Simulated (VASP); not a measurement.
## PbO2 under changes of volume

One of the cells (12.603 Å³/atom); the others are scaled copies at fixed shape and fractional positions:

```
Pb O
1.0
     0.00000    2.66396    2.66396
     2.66396    0.00000    2.66396
     2.66396    2.66396    0.00000
Pb O
1 2
Direct
  0.00000 0.00000 0.00000
  0.75000 0.75000 0.75000
  0.25000 0.25000 0.25000
```

The cell comes from a database or a generator and needn't be the stable form of this composition.

```yaml
Program: VASP 6.6.1
Functional: r2SCAN
Potentials_or_basis: VASP PAW PBE potentials, release 64 (Pb_d, O)
Cutoff: 520 eV
k_mesh: 8 × 8 × 8
Occupations: fermi-dirac, width 0.05 eV
Spin: no spin polarisation
```

```tsv
volume (Å³/atom)	energy over the lowest point (meV/atom)	pressure (GPa)
12.099	12.03	7.5
12.351	3.10	3.6
12.603	0.00	0.2
12.856	1.91	-2.8
13.108	?	?
```

Q: What does the run at 13.108 Å³/atom give?

A: Energy over the lowest point 8.27 meV/atom; pressure -5.4 GPa.

Worked out: A Birch-Murnaghan fit of order 2 (a polynomial in V^(-2/3)) to the other rows has its minimum at 12.63 Å³/atom with B0 = V·E''(V) = 162 GPa. It gives 8.55 meV/atom at 13.108 Å³/atom, against the run's 8.27, and -dE/dV = -5.6 GPa, against -5.4.

Energies are extrapolated to zero smearing.

Caveats: the PAW data sets were made with another functional, which shifts forces and pressure a little.
